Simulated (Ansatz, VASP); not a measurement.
# InGaP2 (Ga0.51In0.49P, zinc blende alloy lattice matched to GaAs) in two plane-wave programs, part 3 of 3

One calculation is typed for both programs; each brings its own data sets. How far apart do they land? The cell is invented: As first built, before any earlier steps moved the atoms (in the runner's words): 2x2x2 conventional cells of the GaP type (64 atoms: 32 P, 16 Ga, 16 In); Ga/In share their sites, the best of 600 random draws by like-pair counts in two shells; start lattice by linear mixing of the end members' cells; atoms moved at random by 0.02 A. It may not be a known or stable phase. Of the first pair: The structure shown is the start of the Ansatz relaxation below; VASP solves that cell, so the two are compared at the walk's first step.

VASP 6.6.1 and Ansatz 0.2.0.

So far. Step 3 (VASP: single point, PBE, start cell, pair 1): The run ends at a pressure of 4.16 GPa, with forces up to 2.1 eV/Å.

### Step 6. VASP: single point, PBE, relaxed cell, pair 2

Level of this step: PBE; plane waves and PAW (P, Ga_d, In_d); invented cell (VASP).

The same cell, functional, mesh and smearing now go to VASP, with its own data sets.

INCAR reads:

```
SYSTEM = InGaP2
PREC = Accurate
ENCUT = 500
EDIFF = 1E-06
NELM = 120
ISMEAR = -1
SIGMA = 0.01
LREAL = Auto
ALGO = Normal
GGA = PE
NBANDS = 336
LORBIT = 11
LWAVE = .FALSE.
LCHARG = .FALSE.
ISIF = 2
ISYM = 0
LASPH = .TRUE.
GGA_COMPAT = .FALSE.
EFERMI = MIDGAP
KPAR = 4
```

POSCAR reads:

```
InGaP2
1.0
   11.4569110000     -0.0000410000     -0.0034600000
   -0.0000410000     11.4636610000     -0.0015040000
   -0.0034600000     -0.0015040000     11.4759580000
P Ga In
32 16 16
Direct
    0.1203300000      0.1187700000      0.3840100000
    0.1244000000      0.3728600000      0.1254700000
    0.3815900000      0.1169300000      0.1208100000
    0.3835100000      0.3809900000      0.3829100000
    0.1299400000      0.1174200000      0.8658100000
    0.1255200000      0.3910500000      0.6234600000
    0.3848400000      0.1201000000      0.6303400000
    0.3830700000      0.3832100000      0.8627000000
    0.1155600000      0.6337300000      0.3828500000
    0.1191200000      0.8641800000      0.1344700000
    0.3847400000      0.6193400000      0.1174600000
    0.3766900000      0.8733700000      0.3898500000
    0.1344000000      0.6190200000      0.8646200000
    0.1309400000      0.8821200000      0.6197600000
    0.3690500000      0.6207700000      0.6182300000
    0.3766800000      0.8867600000      0.8733100000
    0.6316000000      0.1176800000      0.3823600000
    0.6186300000      0.3842300000      0.1197000000
    0.8652800000      0.1196100000      0.1322600000
    0.8731200000      0.3768200000      0.3902400000
    0.6114300000      0.1261000000      0.8714600000
    0.6243400000      0.3728800000      0.6257700000
    0.8753000000      0.1232000000      0.6124400000
    0.8673800000      0.3805900000      0.8664000000
    0.6236500000      0.6254900000      0.3905600000
    0.6301200000      0.8820000000      0.1190800000
    0.8743100000      0.6394000000      0.1283600000
    0.8728600000      0.8731900000      0.3770400000
    0.6323500000      0.6210700000      0.8790300000
    0.6261800000      0.8715200000      0.6120000000
    0.8651300000      0.6209300000      0.6193600000
    0.8670600000      0.8668800000      0.8777500000
    0.9982500000      0.9960200000      0.4983500000
    0.2553000000      0.0008600000      0.7455800000
    0.9948900000      0.7521500000      0.2571700000
    0.9961900000      0.5055800000      0.5031600000
    0.2546000000      0.5012200000      0.7438300000
    0.2473300000      0.7510500000      0.5023900000
    0.5018000000      0.0008100000      0.9972800000
    0.7493000000      0.9960300000      0.2541200000
    0.5032100000      0.9986400000      0.5025700000
    0.5003100000      0.2519500000      0.7471800000
    0.7487400000      0.2490000000      0.5024400000
    0.5029700000      0.5009000000      0.9922000000
    0.7482700000      0.7507600000      0.0025000000
    0.5016200000      0.4999100000      0.5066000000
    0.7457100000      0.4998200000      0.7461900000
    0.7506800000      0.7491900000      0.4984000000
    0.9981800000      0.9957200000      0.0023600000
    0.9954000000      0.2486500000      0.2568400000
    0.2507300000      0.9954600000      0.2545700000
    0.2566200000      0.2505300000      0.9927700000
    0.0007100000      0.2522300000      0.7432100000
    0.2524100000      0.2505800000      0.5059600000
    0.9979600000      0.5047800000      0.9979400000
    0.2498000000      0.5049000000      0.2542300000
    0.2526800000      0.7502900000      0.9977100000
    0.0002200000      0.7483100000      0.7438600000
    0.5044900000      0.2479300000      0.2521800000
    0.7441400000      0.2503300000      0.9978000000
    0.7462100000      0.0000000000      0.7461800000
    0.5039100000      0.7518500000      0.2518200000
    0.7493000000      0.5042400000      0.2546200000
    0.5002900000      0.7481300000      0.7481100000
```

KPOINTS reads:

```
Points of the shifted mesh
8
Reciprocal
 0.2500000000  0.2500000000  0.2500000000 1
 0.2500000000  0.2500000000  0.7500000000 1
 0.2500000000  0.7500000000  0.2500000000 1
 0.2500000000  0.7500000000  0.7500000000 1
 0.7500000000  0.2500000000  0.2500000000 1
 0.7500000000  0.2500000000  0.7500000000 1
 0.7500000000  0.7500000000  0.2500000000 1
 0.7500000000  0.7500000000  0.7500000000 1
```

PAW data sets: P, Ga_d and In_d (PBE family, release 64).

On the command line:

```bash
> mpirun -np 8 vasp_std
```

Numbers of over 12 decimals in the logs are rounded to 6 here.

The log of the run:

```text
[banner, memory and clock lines left out]
running    8 mpi-ranks, on    1 nodes
[...]
[... a notice as in an earlier step ...]

 LDA part: xc-table for (Slater+PW92), standard interpolation
 POSCAR, INCAR and KPOINTS ok, starting setup
[...]
entering main loop
       N       E                     dE             d eps       ncg     rms          rms(c)
DAV:   1     0.752096810215E+04    0.75210E+04   -0.22454E+05  5376   0.219E+03
DAV:   2     0.162488309862E+04   -0.58961E+04   -0.57425E+04  5376   0.645E+02
DAV:   3    -0.241914160805E+02   -0.16491E+04   -0.15515E+04  6208   0.272E+02
DAV:   4    -0.265110434940E+03   -0.24092E+03   -0.23141E+03  6312   0.931E+01
[...]
DAV:  16    -0.279124578733E+03    0.22854E-05   -0.18826E-05  6792   0.474E-02    0.105E-02
DAV:  17    -0.279124580723E+03   -0.19903E-05   -0.17555E-05  5752   0.126E-02    0.687E-03
DAV:  18    -0.279124581145E+03   -0.42160E-06   -0.41721E-06  3952   0.131E-02
   1 F= -.27912458E+03 E0= -.27912458E+03  d E =0.000000E+00
```

OUTCAR, selected parts (step 6):

```text
  Total       -0.2220725     -0.2274315     -0.2896053      0.0038448      0.0082791     -0.0022208
  in kB       -0.2360617     -0.2417583     -0.3078487      0.0040870      0.0088007     -0.0023607
  external PRESSURE =      -0.2618896 kB  Pullay stress =       0.0000000 kB

 POSITION                                       TOTAL-FORCE (eV/Angst)
 -----------------------------------------------------------------------------------
      1.37728      1.36096      4.40629         0.003126      0.002084      0.002043
      1.42479      4.27415      1.43890        -0.001348     -0.004943      0.002888
      4.37142      1.34025      1.38491        -0.003529     -0.004876      0.003931
      4.39250      4.36695      4.39236         0.001191     -0.001452     -0.000400
      1.48571      1.34476      9.93537        -0.003061      0.005443     -0.001827
      1.43590      4.48192      7.15378         0.002332     -0.001490      0.000163
      4.40689      1.37582      7.23224        -0.006630     -0.001251     -0.003878
      4.38580      4.39168      9.89841        -0.008318     -0.009178      0.002479
      1.32261      7.26429      4.39222         0.003452     -0.002766     -0.005213
      1.36425      9.90646      1.54146         0.002574     -0.000222     -0.004839
      4.40750      7.09971      1.34570        -0.005029      0.003446      0.005014
      4.31432     10.01142      4.47129         0.003460     -0.003443      0.001149
      1.53679      7.09493      9.92095        -0.004747      0.000969      0.002073
      1.49799     10.11139      7.11056        -0.002977      0.003809      0.005943
[...]
-----------------------------------------------------------------------------------
    total drift:                                0.013243     -0.005242      0.017203

  FREE ENERGIE OF THE ION-ELECTRON SYSTEM (eV)
  ---------------------------------------------------
  free  energy   TOTEN  =      -279.1245811447 eV

  energy  without entropy=     -279.1245811447  energy(sigma->0) =     -279.12458114

[... 1 part as in an earlier step ...]

[... 1 further part left out ...]
```

The run ends at a pressure of -0.03 GPa, with forces up to 0.014 eV/Å.

### Step 7. Differences

What differs besides the data sets and the points named for the pairs above, as far as they apply: the cutoff is 420 eV in Ansatz and 500 eV in VASP (PREC = Accurate, projectors in real space). Total energies have different zeros and are not compared.

Both answers:

| quantity | Ansatz | VASP | difference |
| --- | --- | --- | --- |
| pressure (GPa) | 0.00 | -0.03 | +0.03 |
| gap on the k mesh (eV) | 1.588 | 1.584 | +0.004 |

At this near-relaxed geometry the largest component of a force difference is 10 meV/Å. A gap on the mesh is an upper bound, since the band edges may lie between its points.

### Step 8. Outcome

| Item | Value |
| --- | --- |
| r.m.s. force difference (single point, PBE, start cell, pair 1) | 0.61 % of the r.m.s. force |
| difference in gap on the k mesh (single point, PBE, relaxed cell, pair 2) | 0.0040 eV |

The r.m.s. force difference is 0.61 % of the r.m.s. force (single point, PBE, start cell, pair 1), within the 3 % picked in this series as the mark of a large difference. Such differences can come from data sets, numerical settings and the points named under the comparisons, not from the functional's error against experiment.

[Lines on the potential files, build, host, timing and source positions are cut from VASP's logs without a mark.]

[Logs are printed without paths, hosts, clocks, repeated set-up lines and the standing remarks that a program may print on its own settings, such as how far it seeks lower states.]

[Hosts, paths, dates, database ids (printed as entryN), source tags and the programs' standing remarks are cut or masked in the printed files.]
